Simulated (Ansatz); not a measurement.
Crystal: Cu3Au (Auricupride).

```
CELL_PARAMETERS angstrom
3.74000 0.00000 0.00000
0.00000 3.74000 0.00000
0.00000 0.00000 3.74000
ATOMIC_POSITIONS crystal
Au 0.00000 0.00000 0.00000
Cu 0.50000 0.50000 0.00000
Cu 0.50000 0.00000 0.50000
Cu 0.00000 0.50000 0.50000
```

- Program: Ansatz 0.2.0
- Task: relaxation of cell and atoms
- Functional: RPBE
- Dispersion: D4
- Potentials or basis: Ansatz PAW
- Cutoff: 420 eV (not typed: the program's choice for these potentials)
- k mesh: 7 × 7 × 7
- Occupations: fermi-dirac, width 0.05 eV
- Spin: no spin polarisation

At the start: volume 13.08 Å³/atom.

Problem. How do energy, volume and symmetry change on relaxing?

Solution. It ends after 4 steps and the volume is 12.82 Å³/atom (-1.9 %); space group Pm-3m (No. 221, to 0.05 Å).

Step by step:
| step | energy change (eV) | largest force (eV/Å) | volume (Å³) |
| --- | --- | --- | --- |
| 1 | 0.0000 | 0.0000 | 52.31 |
| 2 | -0.0101 | 0.0000 | 51.45 |
| 3 | -0.0105 | 0.0000 | 51.30 |
| 4 | -0.0095 | 0.0000 | 51.30 |

Final structure:
```
Au Cu
1.0
     3.71563    0.00000    0.00000
     0.00000    3.71563    0.00000
     0.00000    0.00000    3.71563
Au Cu
1 3
Direct
  0.00000 0.00000 0.00000
  0.50000 0.50000 0.00000
  0.50000 0.00000 0.50000
  0.00000 0.50000 0.50000
```

Caveat: the plane-wave basis is chosen anew once the cell has moved, so the energies of steps on either side of that aren't comparable; pairwise dispersion overbinds metals, which lowers pressure and volume; the PAW data sets come from PBE, with cores solved anew for the run's functional, which leaves a small shift of forces and pressure.
